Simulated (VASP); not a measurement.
# BN (R3m) in VASP: notebook, part 2 of 2

VASP 6.6.1. The steps go on from the part before.

## (4) Relaxation of cell and atoms, RPBE+D4

INCAR reads:

```
SYSTEM = BN
ALGO     = Normal         ! electronic algorithm
EDIFF    = 1E-6           ! SCF threshold, eV
EDIFFG   = -0.01          ! ionic threshold
ENCUT    = 600            ! plane-wave cutoff, eV
GGA      = RP             ! functional
IBRION   = 2              ! ionic algorithm
ISIF     = 3              ! what is computed and relaxed
ISMEAR   = -1             ! smearing method
IVDW     = 13             ! dispersion correction
LASPH    = .True.         ! aspherical terms in the spheres
LCHARG   = .False.        ! write CHGCAR
LREAL    = .False.        ! projectors in reciprocal space
LWAVE    = .False.        ! write WAVECAR
NELM     = 80             ! most SCF steps
NSW      = 60             ! ionic steps
PREC     = Accurate       ! precision mode
SIGMA    = 0.05           ! smearing width, eV
```

KPOINTS reads:

```
k-points
0
Gamma
  12 12 12
  0 0 0
```

POSCAR reads:

```
BN
1.0
    1.2511217832      0.7223354983      3.3729344033
   -1.2511217832      0.7223354983      3.3729344033
    0.0000000000     -1.4446709966      3.3729344033
N B
1 1
Direct
    0.6672382000      0.6672382000      0.6672382000
    0.0003288000      0.0003288000      0.0003288000
```

Started as:

```bash
> cat potpaw_PBE.64/N/POTCAR potpaw_PBE.64/B/POTCAR > POTCAR
> mpirun -np 1 vasp_std > vasp.out
```

Wall time 13 min (1 thread of AMD EPYC 7R43 (Zen 3), shared host); peak memory 0.14 GiB.

The run converged. Its results:

```yaml
Free_energy: -17.5984 eV
Relaxed_volume: 8.29 Å³/atom
Relaxed_cell: a = 3.370 Å, b = 3.370 Å, c = 3.370 Å, α = 43.71°, β = 43.71°, γ = 43.71°
Space_group_after_relaxing_to_0.05_Å: R3m (No. 160)
Energy_gained_by_relaxing: 9.4 meV/atom
Ionic_steps: 13
Pressure_after_relaxing: 0.0 GPa
Band_gap_on_the_k_mesh: 4.07 eV, indirect (least direct gap 4.79 eV)
Dispersion_energy_per_atom: -0.408 eV
```

The path:
```tsv
step	energy change (eV)	largest force (eV/Å)	pressure (GPa)	volume (Å³)
1	0.0000	0.0043	1.51	18.29
2	0.0018	0.0049	-5.14	18.52
3	-0.0020	0.0005	-1.33	18.38
4	-0.0039	0.0037	-1.31	18.25
5	-0.0093	0.0173	-1.17	17.85
6	-0.0172	0.0517	-0.73	17.05
7	-0.0022	0.1739	1.66	15.46
8	-0.0184	0.0652	-0.48	16.78
9	-0.0186	0.0746	-0.32	16.62
10	-0.0161	0.1736	2.72	16.41
11	-0.0188	0.0191	0.34	16.57
12	-0.0180	0.0846	-1.58	16.64
13	-0.0188	0.0011	0.01	16.59
```

Final structure:
```
N B
1.0
     1.25445    0.72426    3.04262
    -1.25445    0.72426    3.04262
     0.00000   -1.44852    3.04262
N B
1 1
Direct
  0.66750 0.66750 0.66750
  0.00007 0.00007 0.00007
```

Levels at points of the mesh, in eV from the valence-band top:
```
           k point  band 1  band 2  band 3  band 4  band 5  band 6  band 7  band 8
(0.00, 0.00, 0.00)  -18.02   -3.53   -1.33   -1.33    6.02   11.62   11.62   13.21
(0.50, 0.00, 0.00)  -14.76   -9.06   -4.07   -0.45    5.44   10.04   13.74   16.32
(0.50, 0.50, 0.00)  -14.60   -8.81   -4.21   -1.43    4.07    9.66   15.20   19.27
(0.50, 0.50, 0.50)  -17.48   -6.60   -1.37   -1.37   11.23   11.47   11.47   12.52
```

Caveat: the PAW data sets were made with another functional, which shifts forces and pressure a little.

## (5) Relaxation of cell and atoms, revPBE+D3

INCAR reads:

```
SYSTEM = BN
PREC     = Accurate       ! precision mode
ENCUT    = 600            ! plane-wave cutoff, eV
EDIFF    = 1E-6           ! SCF threshold, eV
ISMEAR   = -1             ! smearing method
SIGMA    = 0.05           ! smearing width, eV
LREAL    = .False.        ! projectors in reciprocal space
LASPH    = .True.         ! aspherical terms in the spheres
NELM     = 60             ! most SCF steps
ALGO     = Fast           ! electronic algorithm
ISIF     = 3              ! what is computed and relaxed
LWAVE    = .False.        ! write WAVECAR
LCHARG   = .False.        ! write CHGCAR
GGA      = RE             ! functional
IVDW     = 11             ! dispersion correction
IBRION   = 2              ! ionic algorithm
NSW      = 60             ! ionic steps
EDIFFG   = -0.02          ! ionic threshold
```

KPOINTS reads:

```
Automatic mesh
0
Gamma
  12 12 12
  0 0 0
```

POSCAR is that of step 4.

Started as:

```bash
> cat potpaw_PBE.64/N/POTCAR potpaw_PBE.64/B/POTCAR > POTCAR
> mpirun -np 1 vasp_std > vasp.out
```

It took 11 min on 1 thread of AMD EPYC 7R43 (Zen 3), shared host; peak memory 0.17 GiB.

The run converged. Its results:

```yaml
Free_energy: -17.3220 eV
Relaxed_volume: 8.71 Å³/atom
Relaxed_cell: a = 3.497 Å, b = 3.497 Å, c = 3.497 Å, α = 42.15°, β = 42.15°, γ = 42.15°
Space_group_after_relaxing_to_0.05_Å: R3m (No. 160)
Energy_gained_by_relaxing: 4.8 meV/atom
Ionic_steps: 11
Pressure_after_relaxing: 0.0 GPa
Band_gap_on_the_k_mesh: 4.18 eV, indirect (least direct gap 4.73 eV)
Dispersion_energy_per_atom: -0.188 eV
```

Stress tensor (GPa, compression positive):
```
-0.13  0.00  0.00
 0.00 -0.13  0.00
 0.00  0.00  0.13
```

The path:
```
step  energy change (eV)  largest force (eV/Å)  pressure (GPa)  volume (Å³)
   1              0.0000                0.0074            3.21        18.29
   2              0.0080                0.0056           -7.26        18.78
   3             -0.0037                0.0029           -0.77        18.46
   4             -0.0045                0.0018           -0.74        18.38
   5             -0.0067                0.0155           -0.73        18.14
   6             -0.0092                0.0437           -0.62        17.66
   7             -0.0093                0.0563           -0.50        17.46
   8             -0.0051                0.1220            4.25        17.11
   9             -0.0095                0.0302            0.19        17.41
  10             -0.0093                0.0615           -0.46        17.46
  11             -0.0095                0.0010           -0.05        17.42
```

Final structure:
```
N B
1.0
     1.25746    0.72600    3.18093
    -1.25746    0.72600    3.18093
     0.00000   -1.45199    3.18093
N B
1 1
Direct
  0.66729 0.66729 0.66729
  0.00028 0.00028 0.00028
```

Levels at points of the mesh, in eV from the valence-band top:
| k point | band 2 | band 3 | band 4 | band 5 | band 6 | band 7 |
| --- | --- | --- | --- | --- | --- | --- |
| (0.00, 0.00, 0.00) | -3.76 | -1.30 | -1.30 | 5.69 | 11.59 | 11.59 |
| (0.50, 0.00, 0.00) | -8.94 | -4.03 | -0.49 | 5.39 | 9.89 | 13.46 |
| (0.50, 0.50, 0.00) | -8.75 | -4.13 | -1.27 | 4.18 | 9.70 | 14.79 |
| (0.50, 0.50, 0.50) | -6.30 | -1.33 | -1.33 | 10.79 | 11.48 | 11.48 |

Caveat: the PAW data sets were made with another functional, which shifts forces and pressure a little. revPBE gaps usually lie below the measured ones, often by a third to a half.

## (6) Relaxation of cell and atoms, revPBE+D3(BJ)

INCAR reads:

```
  PREC = Accurate
  ENCUT = 600
  EDIFF = 1E-6
  ISMEAR = -1
  SIGMA = 0.05
  LREAL = F
  LASPH = T
  NELM = 80
  ALGO = Normal
  ISIF = 3
  LWAVE = F
  LCHARG = F
  GGA = RE
  IVDW = 12
  IBRION = 2
  NSW = 60
  EDIFFG = -0.005
```

KPOINTS reads:

```
Automatic mesh
0
Gamma
  12 12 12
```

POSCAR is that of step 5.

Potentials or basis: VASP PAW PBE potentials, release 64 (N, B).

Started as:

```bash
> cat potpaw_PBE.64/N/POTCAR potpaw_PBE.64/B/POTCAR > POTCAR
> mpirun -np 1 vasp_std > vasp.out
```

It took 7.5 min on 1 thread of AMD EPYC 7R43 (Zen 3), shared host; peak memory 0.17 GiB.

It converged, with:

* Free energy: -17.5423 eV
* Relaxed volume: 8.45 Å³/atom
* Relaxed cell: a = 3.425 Å, b = 3.425 Å, c = 3.425 Å, α = 42.95°, β = 42.95°, γ = 42.95°
* Space group after relaxing (to 0.05 Å): R3m (No. 160)
* Energy gained by relaxing: 7.0 meV/atom
* Ionic steps: 10
* Pressure after relaxing: 0.0 GPa
* Band gap on the k mesh: 4.12 eV, indirect (least direct gap 4.77 eV)
* Dispersion energy per atom: -0.308 eV

Stress tensor (GPa, compression positive):
```
0.00 0.00 0.00
0.00 0.00 0.00
0.00 0.00 0.09
```

Step by step:
```tsv
step	energy change (eV)	largest force (eV/Å)	pressure (GPa)	volume (Å³)
1	0.0000	0.0043	1.16	18.29
2	0.0007	0.0047	-4.45	18.46
3	-0.0017	0.0003	-1.43	18.37
4	-0.0037	0.0044	-1.36	18.22
5	-0.0090	0.0199	-1.10	17.79
6	-0.0138	0.0599	-0.31	16.93
7	-0.0125	0.1104	2.25	16.79
8	-0.0139	0.0197	0.27	16.89
9	-0.0137	0.0589	-0.81	16.94
10	-0.0140	0.0008	0.03	16.91
```

Final structure:
```cif
data_structure
_symmetry_space_group_name_H-M 'P 1'
_symmetry_Int_Tables_number 1
_cell_length_a 3.4250
_cell_length_b 3.4250
_cell_length_c 3.4250
_cell_angle_alpha 42.952
_cell_angle_beta 42.952
_cell_angle_gamma 42.952
_cell_volume 16.91
loop_
_atom_site_label
_atom_site_type_symbol
_atom_site_fract_x
_atom_site_fract_y
_atom_site_fract_z
_atom_site_occupancy
N1 N 0.66742 0.66742 0.66742 1
B1 B 0.00014 0.00014 0.00014 1
```

Levels at points of the mesh, in eV from the valence-band top:
```
           k point  band 1  band 2  band 3  band 4  band 5  band 6  band 7  band 8
(0.00, 0.00, 0.00)  -17.95   -3.66   -1.31   -1.31    5.83   11.64   11.64   13.21
(0.50, 0.00, 0.00)  -14.70   -9.02   -4.06   -0.48    5.42   10.01   13.60   16.04
(0.50, 0.50, 0.00)  -14.57   -8.80   -4.18   -1.36    4.12    9.73   15.00   18.94
(0.50, 0.50, 0.50)  -17.48   -6.49   -1.35   -1.35   11.04   11.51   11.51   12.49
```

Caveat: the PAW data sets were made with another functional, which shifts forces and pressure a little.

## (7) The reference run

An earlier run on the cell as given: functional PBEsol; potentials or basis VASP PAW PBE potentials, release 64 (N, B); cutoff 520 eV; k mesh 12 × 12 × 12; occupations fermi-dirac, width 0.05 eV; no spin polarisation.

- Pressure: 1.0 GPa
- Band gap on the k mesh: 4.18 eV, indirect (least direct gap 4.63 eV)

## (8) The runs side by side

| task | level | cell | cutoff (eV) | ladder | gap on the mesh (eV) | pressure (GPa) | relaxed volume (Å³/atom) |
| --- | --- | --- | --- | --- | --- | --- | --- |
| relaxation of cell and atoms | RPBE+D3 | relaxed | 600 | - | 4.29 | -0.1 | 8.97 |
| relaxation of cell and atoms | RPBE+D3(BJ) | relaxed | 600 | - | 4.07 | 0.1 | 8.19 |
| relaxation of cell and atoms | RPBE+D4 | relaxed | 600 | - | 4.07 | 0.0 | 8.29 |
| relaxation of cell and atoms | revPBE+D3 | relaxed | 600 | - | 4.18 | 0.0 | 8.71 |
| relaxation of cell and atoms | revPBE+D3(BJ) | relaxed | 600 | - | 4.12 | 0.0 | 8.45 |
| single point | PBEsol | as given | 520 | free | 4.18 | 1.0 | - |

Alike in all rows: potentials or basis VASP PAW PBE potentials, release 64 (N, B); no spin polarisation; k mesh 12 × 12 × 12; smearing fermi-dirac 0.05 eV.

Caveats: the PAW data sets were made with another functional, which shifts forces and pressure a little.

Absolute energies hang on the potentials; compare differences alone.
